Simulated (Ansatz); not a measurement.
A vibration from a frozen displacement in PbSe

All numbers below come from DFT r2SCAN, scalar-relativistic, plane waves, PAW in Ansatz. Cutoff 500 eV, Γ-centred 10×10×10 k-points, Gaussian smearing of 0.05 eV. Spin–orbit coupling is left out, which matters for the heavy elements here. No spin polarisation. Energies are free energies at this smearing, counted from the undisturbed cell; pressure is positive in compression.

Zero of the scan (as given, not relaxed at this level; it stands at 1.4 GPa):

```
Pb Se
1.0
     0.00000    3.06215    3.06215
     3.06215    0.00000    3.06215
     3.06215    3.06215    0.00000
Pb Se
1 1
Direct
  0.00000 0.00000 0.00000
  0.50000 0.50000 0.50000
```

Every Se atom is moved by x along the Cartesian unit vector (1.000, 0.000, 0.000); the cell and all other atoms stay fixed. The cell's volume is 57.43 Å³; the moved atoms weigh 78.971 u together and the others 207.200 u. Some rows repeat others by symmetry and weren't run.

```csv
x (Å),ΔE (meV/cell),total force on the moved atoms along the move (eV/Å),pressure (GPa)
-0.3000,47.84,0.4958,2.8273
-0.2625,31.81,0.3635,2.4829
-0.2250,20.24,0.2580,2.1924
-0.1875,12.17,0.1761,1.9522
-0.1500,6.78,0.1147,1.7596
-0.1125,3.36,0.0703,1.6124
-0.0750,1.35,0.0391,1.5088
-0.0375,0.32,0.0172,1.4474
0.0000,0.00,0.0000,1.4271
0.0375,0.32,-0.0172,1.4474
0.0750,1.35,-0.0391,1.5088
0.1125,3.36,-0.0703,1.6124
0.1500,6.78,-0.1147,1.7596
0.1875,12.17,-0.1761,1.9522
0.2250,20.24,-0.2580,2.1924
0.2625,31.81,-0.3635,2.4829
0.3000,47.84,-0.4958,2.8273
```

Question: What frequency belongs to this motion?

Answer: The force constant is k = −dF/dx = 0.459 eV/Å², from the parabola through x = -0.0375, 0 and 0.0375. In every cell the moved atoms swing against the rest, so the mass is μ = m₁m₂/(m₁ + m₂) = 57.178 u, and ν̃ = 521.5 cm⁻¹ × √(|k|/μ) = 47 cm⁻¹, at this cell's pressure of 1.4 GPa. To first order in x, and within 1 %, the force on every atom lies along the move and, within each of the two groups, in proportion to the atom's mass, so this is itself a mode at the zone centre of this cell, taken without macroscopic field (the transverse frequency in a polar insulator).

Question: How far does the harmonic law reach?

Answer: At x = -0.300 Å, kx²/2 = 20.64 meV against the computed 47.84 meV (+131.8 %): the well stiffens in this direction at large amplitude.